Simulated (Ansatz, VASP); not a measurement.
## ZnO in VASP and in Ansatz

Contents of INCAR:

```
  PREC = Accurate
  ENCUT = 600
  EDIFF = 1E-6
  ISMEAR = 0
  SIGMA = 0.02
  LREAL = F
  LASPH = T
  NELM = 100
  ALGO = Normal
  ISIF = 3
  LWAVE = F
  LCHARG = F
  GGA = PE
  IBRION = 2
  NSW = 80
  EDIFFG = -0.01
```

Contents of KPOINTS:

```
Automatic mesh
0
Gamma
  9 9 6
```

Contents of POSCAR:

```
ZnO
1.0
    3.2798495008      0.0000000000      0.0000000000
   -1.6399247504      2.8404329883      0.0000000000
    0.0000000000      0.0000000000      5.2932754267
Zn O
2 2
Direct
    0.3333333333      0.6666666667     -0.0020792389
    0.6666666667      0.3333333333      0.4979207611
    0.3333333333      0.6666666667      0.3770792389
    0.6666666667      0.3333333333      0.8770792389
```

Input for Ansatz:

```yaml
crystal:
  lattice:
    - [3.2798495008, 0.0, 0.0]
    - [-1.6399247504, 2.8404329883, 0.0]
    - [0.0, 0.0, 5.2932754267]
  atoms:
    - { symbol: Zn, position: [0.3333333333, 0.6666666667, -0.0020792389] }
    - { symbol: Zn, position: [0.6666666667, 0.3333333333, 0.4979207611] }
    - { symbol: O, position: [0.3333333333, 0.6666666667, 0.3770792389] }
    - { symbol: O, position: [0.6666666667, 0.3333333333, 0.8770792389] }
basis:
  ecutwfc: 420
kpoints:
  mp_grid: { grid: [9, 9, 6] }
hamiltonian:
  xc: pbe
scf:
  occupations: { method: gaussian, width: 0.02 }
output:
  forces: true
  stress: true
  eigenvalues: true
relax:
  adjacent_minimum: "off"
  f_tol: 0.01
  max_steps: 60
  cell: { stress_tol: 0.1 }
```

Alike in both runs: task relaxation of cell and atoms; functional PBE; k mesh 9 × 9 × 6; occupations gaussian, width 0.02 eV; no spin polarisation.

|  | VASP | Ansatz |
| --- | --- | --- |
| version | VASP 6.6.1 | Ansatz 0.2.0 |
| potentials or method | VASP PAW PBE potentials, release 64 (Zn, O) | scalar-relativistic, plane waves, PAW |
| plane-wave cutoff (eV) | 600 | 420 |
| valence electrons in the cell | 36 | 36 |

|  | VASP | Ansatz | Ansatz less VASP |
| --- | --- | --- | --- |
| gap on the k mesh at the Fermi level, each at its own relaxed structure (eV) | 0.72 | 0.74 | +0.023 |
| relaxed volume (Å³/atom) | 12.39 | 12.33 | -0.065 |
| relaxed cell length with the largest relative difference (Å) | 3.286 | 3.280 | -0.0058 |
